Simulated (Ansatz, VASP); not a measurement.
# CdTe: VASP beside Ansatz

```xyz
2
Lattice="0.0000 3.2679 3.2679 3.2679 0.0000 3.2679 3.2679 3.2679 0.0000" Properties=species:S:1:pos:R:3 pbc="T T T"
Te    4.9018    4.9018    4.9018
Cd    0.0000    0.0000    0.0000
```

Change from the starting cell: volume scaled by 1.06.

Alike in both runs: task single point; functional PBE; k mesh 7 × 7 × 7; occupations fermi-dirac, width 0.05 eV; no spin polarisation.

|  | VASP | Ansatz |
| --- | --- | --- |
| version | VASP 6.6.1 | Ansatz 0.2.0 |
| potentials or method | VASP PAW PBE potentials, release 64 (Te, Cd) | Ansatz PAW |
| plane-wave cutoff (eV) | 520 | 420 |
| valence electrons in the cell | 18 | 36 |

```tsv
	VASP	Ansatz	Ansatz less VASP
gap on the k mesh at the Fermi level (eV)	0.69	0.70	+0.002
least direct gap on the mesh (eV)	0.69	0.70	+0.002
pressure (GPa)	1.6	1.5	-0.12
```

The functional is the same, so the differences come from potentials, cutoffs and numerics. The two sets of potentials don't hold the same shells in valence.

Caveats: spin-orbit coupling is left out, which moves the levels of the heavy elements; odd divisions of the mesh miss points on the zone boundary, where band edges often lie, so the gap on the mesh can be too wide (Ansatz).
